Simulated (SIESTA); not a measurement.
**O under changes of volume**

One of the cells (11.287 Å³/atom); the others are scaled copies at fixed shape and fractional positions:

```
O
1.0
     0.00000    1.90240    3.92466
     1.51172    0.00000    3.92466
     1.51172    1.90240    0.00000
O
2
Cartesian
  1.5117 1.9024 4.5440
  1.5117 1.9024 3.3053
```

```yaml
Program: SIESTA 5.4.2
Functional: PBE
Potentials_or_basis: PseudoDojo 0.4 standard (PBE files)
Basis: DZP (energy shift 0.002 Ry)
Grid_cutoff: 800 Ry
Energy_shift: 0.002 Ry
k_mesh: 12 × 12 × 12
Occupations: fermi-dirac, width 0.05 eV
Spin: no spin polarisation
```

| volume (Å³/atom) | energy over the lowest point (meV/atom) | pressure (GPa) | largest force (eV/Å) |
| --- | --- | --- | --- |
| 10.402 | 20.25 | 9.1 | 1.947 |
| 10.623 | 9.75 | 6.2 | 1.297 |
| 10.844 | 3.11 | 3.5 | 0.693 |
| 11.287 | 0.00 | -1.0 | 0.405 |
| 11.508 | ? | ? | ? |
| 11.730 | 8.37 | -4.8 | 1.363 |

Question: What does the run at 11.508 Å³/atom give?

Answer: Energy over the lowest point 2.88 meV/atom; pressure -3.0 GPa; largest force 0.899 eV/Å.

Worked out: A Birch-Murnaghan fit of order 3 (a polynomial in V^(-2/3)) to the other rows has its minimum at 11.17 Å³/atom with B0 = V·E''(V) = 110 GPa and B' = 4.1 at fixed shape and positions, which overstates the stiffness. It gives 2.88 meV/atom at 11.508 Å³/atom, against the run's 2.88, and -dE/dV = -3.1 GPa, against -3.0.

Energies are extrapolated to zero smearing.

Caveats: spin is off for a triplet molecule; the basis of atomic orbitals isn't converged, which shifts pressures, moduli and gaps; forces of over 1 eV/Å show positions far from the minimum, so gaps and moduli don't describe the material at rest (some runs).
